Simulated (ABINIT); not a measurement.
# SnTe (Fm-3m) in ABINIT: notebook

The runs below take SnTe through equation of state, band structure, with PBE, revPBE, PW91.

All numbers are computed with ABINIT 10.8.3 (patched build); they aren't measurements. Logs are shortened: lines on timing, memory, paths and dates and some standing lists are left out, and cuts for length are marked. The log counts tension as positive stress, the text compression.

## Step 1: Starting point

The structure is cubic, space group Fm-3m (No. 225). The conventional cell has a = 6.302 Å, b = 6.302 Å, c = 6.302 Å, α = 90.00°, β = 90.00°, γ = 90.00°. Te (site symmetry m-3m) is surrounded by 6 Sn at 3.15 Å. Sn (site symmetry m-3m) has 6 Te at 3.15 Å as nearest neighbours.

## Step 2: Equation of state, PBE

run.abi

```
ndtset 7
getwfk -1
scalecart1 3*0.9795861087
scalecart2 3*0.9864848297
scalecart3 3*0.9932883884
scalecart4 3*1.0000000000
scalecart5 3*1.0066227096
scalecart6 3*1.0131594038
scalecart7 3*1.0196128224

pp_dirpath "./"
pseudos "Te.GGA_PBE-JTH.xml, Sn.GGA_PBE-JTH_sp.xml"

acell 4.455974803 4.455974803 4.455974803 Angstrom
rprim
     0.0000000000     0.7071067812     0.7071067812
     0.7071067812     0.0000000000     0.7071067812
     0.7071067812     0.7071067812     0.0000000000
ntypat 2
znucl 52 50
natom 2
typat 1 2
xred
     0.5000000000     0.5000000000     0.5000000000
     0.0000000000     0.0000000000     0.0000000000

ecut 408.170794 eV
pawecutdg 30.0

kptopt 1
ngkpt 7 7 7
nshiftk 1
shiftk 0.0 0.0 0.0

ixc 11

nband 9
occopt 3
tsmear 0.05 eV

nstep 100
tolvrs 1.0e-9

iomode 3
prtwf 1
prtden 0
prteig 0
prtebands 0
enunit 2
```

Potentials or basis: JTH PAW PBE v2.0 sp.

Launch:

```bash
abinit run.abi > log 2>&1
```

run.abo:

```text
.Version 10.8.3 of ABINIT
 DATASET    1 : space group Fm -3 m (#225); Bravais cF (face-center cubic)
================================================================================
 Values of the parameters that define the memory need for DATASET  1.
     intxc =       0    ionmov =       0      iscf =      17    lmnmax =      13
     lnmax =       5     mgfft =      30  mpssoang =       3    mqgrid =    3001
     natom =       2  nloc_mem =       2    nspden =       1   nspinor =       1
    nsppol =       1      nsym =      48    n1xccc =       1    ntypat =       2
    occopt =       3   xclevel =       2
       mpw =        1117          nfft =       27000          nkpt =          20
 PAW method is used; the additional fine FFT grid is defined by:
   mgfftf=        45    nfftf =     91125
================================================================================
================================================================================
[... 71 lines left out ...]
 DATASET    7 : space group Fm -3 m (#225); Bravais cF (face-center cubic)
================================================================================
 Values of the parameters that define the memory need for DATASET  7.
     intxc =       0    ionmov =       0      iscf =      17    lmnmax =      13
     lnmax =       5     mgfft =      30  mpssoang =       3    mqgrid =    3001
     natom =       2  nloc_mem =       2    nspden =       1   nspinor =       1
    nsppol =       1      nsym =      48    n1xccc =       1    ntypat =       2
    occopt =       3   xclevel =       2
       mpw =        1267          nfft =       27000          nkpt =          20
 PAW method is used; the additional fine FFT grid is defined by:
   mgfftf=        45    nfftf =     91125
================================================================================
================================================================================

--------------------------------------------------------------------------------
------------- Echo of variables that govern the present computation ------------
--------------------------------------------------------------------------------
 -outvars: echo values of preprocessed input variables --------
            acell      8.4205720016E+00  8.4205720016E+00  8.4205720016E+00 Bohr
              amu      1.27600000E+02  1.18710000E+02
             ecut      1.50000000E+01 Hartree
           enunit           2
           getwfk          -1
              ixc          11
           jdtset        1    2    3    4    5    6    7
         kptrlatt        7    0    0      0    7    0      0    0    7
          kptrlen1     5.77407275E+01
          kptrlen2     5.81473658E+01
          kptrlen3     5.85483948E+01
          kptrlen4     5.89440040E+01
          kptrlen5     5.93343730E+01
          kptrlen6     5.97196720E+01
          kptrlen7     6.01000623E+01
            natom           2
            nband           9
           ndtset           7
[... 115 lines left out ...]
 getcut: wavevector=  0.0000  0.0000  0.0000  ngfft=  45  45  45
         ecut(hartree)=     30.000   => boxcut(ratio)=   2.16343

--- Pseudopotential description ------------------------------------------------
- pspini: atom type   1  psp file is ./Te.GGA_PBE-JTH.xml
 Pseudopotential format is: paw10
 basis_size (lnmax)=  4 (lmn_size=  8), orbitals=   0   0   1   1
 Spheres core radius: rc_sph= 2.31107438
 Shapefunction is SIN type: shapef(r)=[sin(pi*r/rshp)/(pi*r/rshp)]**2
 Radius for shape functions =  2.10488624
 Compensation charge density is not taken into account in XC energy/potential

- pspini: atom type   2  psp file is ./Sn.GGA_PBE-JTH_sp.xml
 Pseudopotential format is: paw10
 basis_size (lnmax)=  5 (lmn_size= 13), orbitals=   0   0   1   1   2
 Spheres core radius: rc_sph= 2.70161971
 Shapefunction is SIN type: shapef(r)=[sin(pi*r/rshp)/(pi*r/rshp)]**2
 Radius for shape functions =  2.11181860
 Compensation charge density is not taken into account in XC energy/potential

   1.38203960E+03                                ecore*ucvol(ha*bohr**3)
--------------------------------------------------------------------------------

================================================================================

--- !BeginCycle
iteration_state: {dtset: 1, }
solver: {iscf: 17, nstep: 100, nline: 4, wfoptalg: 10, }
tolerances: {tolvrs: 1.00E-09, }
...
[... 1275 lines left out ...]
-Cartesian components of stress tensor (GPa)         [Pressure= -4.9175E-01 GPa]
- sigma(1 1)=  4.91749081E-01  sigma(3 2)=  0.00000000E+00
- sigma(2 2)=  4.91749081E-01  sigma(3 1)=  0.00000000E+00
- sigma(3 3)=  4.91749081E-01  sigma(2 1)=  0.00000000E+00

== END DATASET(S) ==============================================================
================================================================================

 -outvars: echo values of variables after computation  --------
            acell      8.4205720016E+00  8.4205720016E+00  8.4205720016E+00 Bohr
           etotal1    -1.1937747301E+01
           etotal2    -1.1939177094E+01
           etotal3    -1.1940250058E+01
           etotal4    -1.1941002898E+01
           etotal5    -1.1941467590E+01
           etotal6    -1.1941672371E+01
           etotal7    -1.1941642667E+01
            fcart1    -0.0000000000E+00 -0.0000000000E+00 -0.0000000000E+00
                      -0.0000000000E+00 -0.0000000000E+00 -0.0000000000E+00
            fcart2    -0.0000000000E+00 -0.0000000000E+00 -0.0000000000E+00
                      -0.0000000000E+00 -0.0000000000E+00 -0.0000000000E+00
            fcart3    -0.0000000000E+00 -0.0000000000E+00 -0.0000000000E+00
                      -0.0000000000E+00 -0.0000000000E+00 -0.0000000000E+00
            fcart4    -0.0000000000E+00 -0.0000000000E+00 -0.0000000000E+00
                      -0.0000000000E+00 -0.0000000000E+00 -0.0000000000E+00
            fcart5    -0.0000000000E+00 -0.0000000000E+00 -0.0000000000E+00
                      -0.0000000000E+00 -0.0000000000E+00 -0.0000000000E+00
[... 38 lines left out ...]
                       0.0000000000E+00  0.0000000000E+00  0.0000000000E+00
           xangst1     3.0865288907E+00  3.0865288907E+00  3.0865288907E+00
                       0.0000000000E+00  0.0000000000E+00  0.0000000000E+00
           xangst2     3.1082657257E+00  3.1082657257E+00  3.1082657257E+00
                       0.0000000000E+00  0.0000000000E+00  0.0000000000E+00
           xangst3     3.1297027186E+00  3.1297027186E+00  3.1297027186E+00
                       0.0000000000E+00  0.0000000000E+00  0.0000000000E+00
           xangst4     3.1508500001E+00  3.1508500001E+00  3.1508500001E+00
                       0.0000000000E+00  0.0000000000E+00  0.0000000000E+00
           xangst5     3.1717171646E+00  3.1717171646E+00  3.1717171646E+00
                       0.0000000000E+00  0.0000000000E+00  0.0000000000E+00
           xangst6     3.1923133075E+00  3.1923133075E+00  3.1923133075E+00
                       0.0000000000E+00  0.0000000000E+00  0.0000000000E+00
           xangst7     3.2126470615E+00  3.2126470615E+00  3.2126470615E+00
                       0.0000000000E+00  0.0000000000E+00  0.0000000000E+00
             xred      5.0000000000E-01  5.0000000000E-01  5.0000000000E-01
                       0.0000000000E+00  0.0000000000E+00  0.0000000000E+00
 Calculation completed.
```

It took 39 s on 1 thread of Arm Neoverse V2, shared host; peak memory 0.14 GiB.

What came out:

- Equilibrium volume: 32.76 Å³/atom
- Bulk modulus: 41 GPa
- Pressure derivative of the bulk modulus: 4.4

Energy against volume, from the lowest point:
```csv
volume (Å³/atom),energy (meV/atom)
29.404,53.40
30.030,33.95
30.656,19.35
31.281,9.11
31.907,2.79
32.532,0.00
33.158,0.40
```

Caveat: the cutoff is too short for stress, so the log's stress isn't used; pressures at fixed basis lie under the slope of the energies; this odd mesh misses L, where the gap lies, so gap, dielectric constants and Born charges aren't listed; this set keeps more shells in the core, which shifts pressures and gaps. The run has no spin-orbit coupling, so splittings on Te are missing.

## Step 3: Equation of state, revPBE

Edit run.abi of step 2 so:

```diff
@@ -13,7 +13,7 @@
 
-acell 4.455974803 4.455974803 4.455974803 Angstrom
+acell 3*1.0 Angstrom
 rprim
-     0.0000000000     0.7071067812     0.7071067812
-     0.7071067812     0.0000000000     0.7071067812
-     0.7071067812     0.7071067812     0.0000000000
+     0.0000000000     3.1508500000     3.1508500000
+     3.1508500000     0.0000000000     3.1508500000
+     3.1508500000     3.1508500000     0.0000000000
 ntypat 2
@@ -34,3 +34,3 @@
 
-ixc 11
+ixc 14
 
@@ -48,2 +48 @@
 prtebands 0
-enunit 2
```

Potentials or basis: JTH PAW PBE v2.0 sp.

Launch:

```bash
abinit run.abi > log 2>&1
```

It took 38 s on 1 thread of Arm Neoverse V2, shared host; peak memory 0.14 GiB.

It converged, with:

- Equilibrium volume: 33.55 Å³/atom (rough: see the caveat)
- Bulk modulus: 38 GPa (rough)

Energy against volume, from the lowest point:
```tsv
volume (Å³/atom)	energy (meV/atom)
29.404	76.35
30.030	52.80
30.656	34.19
31.281	20.02
31.907	9.85
32.532	3.29
33.158	0.00
```

Caveat: the cutoff is too short for stress, so the log's stress isn't used; pressures at fixed basis lie under the slope of the energies; this odd mesh misses L, where the gap lies, so gap, dielectric constants and Born charges aren't listed; the minimum lies outside the volumes run; the PAW data sets were made with another functional, which shifts forces and pressure a little; this set keeps more shells in the core, which shifts pressures and gaps.

## Step 4: Band structure, PW91

run.abi

```
# Datasets: ground state, then fixed potential
ndtset 2

# Pseudopotentials
pp_dirpath "./"
pseudos "Te.GGA_PBE-JTH.xml, Sn.GGA_PBE-JTH_sp.xml"

# Structure
acell 3*1.0 Angstrom
rprim
     0.0000000000     3.1508500000     3.1508500000
     3.1508500000     0.0000000000     3.1508500000
     3.1508500000     3.1508500000     0.0000000000
ntypat 2
znucl 52 50
natom 2
typat 1 2
xred
     0.5000000000     0.5000000000     0.5000000000
     0.0000000000     0.0000000000     0.0000000000

# Plane-wave basis
ecut 408.170794 eV
pawecutdg 30.0

# Exchange and correlation
ixc -109134

# Bands and occupations
occopt 3
tsmear 0.05 eV

# SCF cycle
nstep 100

# Output
iomode 3
prtwf 0
prteig 0
prtebands 0
enunit 2
prtden1 1

# Dataset 1
kptopt1 1
ngkpt1 7 7 7
nshiftk1 1
shiftk1 0.0 0.0 0.0
nband1 9
tolvrs1 1.0e-9

# Dataset 2: bands along G-X-W-K-G-L-U-W-L-K
iscf2 -2
getden2 1
nband2 13
nbdbuf2 2
tolwfr2 1.0e-12
kptopt2 -9
ndivsm2 5
prteig2 1
prtvol2 -3
kptbounds2
     0.0000000000     0.0000000000     0.0000000000
     0.5000000000     0.0000000000     0.5000000000
     0.5000000000     0.2500000000     0.7500000000
     0.3750000000     0.3750000000     0.7500000000
     0.0000000000     0.0000000000     0.0000000000
     0.5000000000     0.5000000000     0.5000000000
     0.6250000000     0.2500000000     0.6250000000
     0.5000000000     0.2500000000     0.7500000000
     0.5000000000     0.5000000000     0.5000000000
     0.3750000000     0.3750000000     0.7500000000
```

Launch:

```bash
abinit run.abi > log 2>&1
```

Wall time 26 s (1 thread of Arm Neoverse V2, shared host); peak memory 0.12 GiB.

Results (log left out):

```
Free energy                                           : -325.9138 eV
Valence electrons inside the program's atomic spheres : Te 3.16; Sn 2.28
```

Levels at the corners of the path, in eV from the Fermi level:
| point | band 3 | band 4 | band 5 | band 6 | band 7 | band 8 |
| --- | --- | --- | --- | --- | --- | --- |
| Γ | -2.19 | -2.19 | -2.19 | 3.37 | 3.37 | 3.37 |
| X | -5.63 | -3.79 | -3.79 | 2.14 | 4.91 | 4.91 |
| W | -4.89 | -4.89 | -0.91 | 0.78 | 4.63 | 4.63 |
| K | -5.24 | -3.31 | -2.79 | 2.96 | 3.04 | 4.23 |
| Γ | -2.19 | -2.19 | -2.19 | 3.37 | 3.37 | 3.37 |
| L | -1.88 | -1.88 | -0.06 | 0.04 | 0.29 | 0.29 |
| U | -5.24 | -3.31 | -2.79 | 2.96 | 3.04 | 4.23 |
| W | -4.89 | -4.89 | -0.91 | 0.78 | 4.63 | 4.63 |
| L | -1.88 | -1.88 | -0.06 | 0.04 | 0.29 | 0.29 |
| K | -5.24 | -3.31 | -2.79 | 2.96 | 3.04 | 4.23 |

Caveat: the cutoff is too short for stress, so the log's stress isn't used; this odd mesh misses L, where the gap lies, so gap, dielectric constants and Born charges aren't listed; the PAW data sets were made with another functional, which shifts forces and pressure a little; spin-orbit coupling is left out, which moves the levels of the heavy elements; this set keeps more shells in the core, which shifts pressures and gaps.

## Step 5: Equation of state, PW91

run.abi

```
# Datasets: one volume each
ndtset 7
getwfk -1
scalecart1 3*0.9795861087
scalecart2 3*0.9864848297
scalecart3 3*0.9932883884
scalecart4 3*1.0000000000
scalecart5 3*1.0066227096
scalecart6 3*1.0131594038
scalecart7 3*1.0196128224

# Pseudopotentials
pp_dirpath "./"
pseudos "Te.GGA_PBE-JTH.xml, Sn.GGA_PBE-JTH_sp.xml"

# Structure
acell 8.4205719959 8.4205719959 8.4205719959
rprim
     0.0000000000     0.7071067812     0.7071067812
     0.7071067812     0.0000000000     0.7071067812
     0.7071067812     0.7071067812     0.0000000000
ntypat 2
znucl 52 50
natom 2
typat 1 2
xred
     0.5000000000     0.5000000000     0.5000000000
     0.0000000000     0.0000000000     0.0000000000

# Plane-wave basis
ecut 15.0
pawecutdg 30.0

# k points
kptopt 1
ngkpt 7 7 7
nshiftk 1
shiftk 0.0 0.0 0.0

# Exchange and correlation
ixc -109134

# Bands and occupations
nband 9
occopt 3
tsmear 0.05 eV

# SCF cycle
nstep 100
tolvrs 1.0e-9

# Output
iomode 3
prtwf 1
prtden 0
prteig 0
prtebands 0
enunit 1
```

Launch:

```bash
abinit run.abi > log 2>&1
```

It took 57 s on 1 thread of Arm Neoverse V2, shared host; peak memory 0.14 GiB.

It converged, with:

| Item | Value |
| --- | --- |
| Equilibrium volume | 32.72 Å³/atom |
| Bulk modulus | 42 GPa |
| Pressure derivative of the bulk modulus | 4.4 |

Energy against volume, from the lowest point:
```
volume (Å³/atom)  energy (meV/atom)
          29.404              53.06
          30.030              33.59
          30.656              19.02
          31.281               8.85
          31.907               2.64
          32.532               0.00
          33.158               0.59
```

Caveat: the cutoff is too short for stress, so the log's stress isn't used; pressures at fixed basis lie under the slope of the energies; this odd mesh misses L, where the gap lies, so gap, dielectric constants and Born charges aren't listed; the PAW data sets were made with another functional, which shifts forces and pressure a little; this set keeps more shells in the core, which shifts pressures and gaps. Zero-point motion and thermal expansion aren't in these numbers.

## Step 6: The runs side by side

| task | level | V0 of scaled cells (Å³/atom) | B0 (GPa) |
| --- | --- | --- | --- |
| equation of state | PBE | 32.76 | 41 |
| equation of state | revPBE | - | - |
| band structure | PW91 | - | - |
| equation of state | PW91 | 32.72 | 42 |

Alike in all rows: potentials or basis JTH PAW PBE v2.0 sp; no spin polarisation; cell as given; k mesh 7 × 7 × 7; cutoff (eV) 408; smearing fermi-dirac 0.05 eV.

Caveats: this set keeps more shells in the core, which shifts pressures and gaps; pressures at fixed basis lie under the slope of the energies (some runs); the PAW data sets were made with another functional, which shifts forces and pressure a little (some runs); the minimum lies outside the volumes run (some runs); spin-orbit coupling is left out, which moves the levels of the heavy elements (some runs).

Total energies depend on the potentials used, so only differences within one code and one set of settings carry meaning.
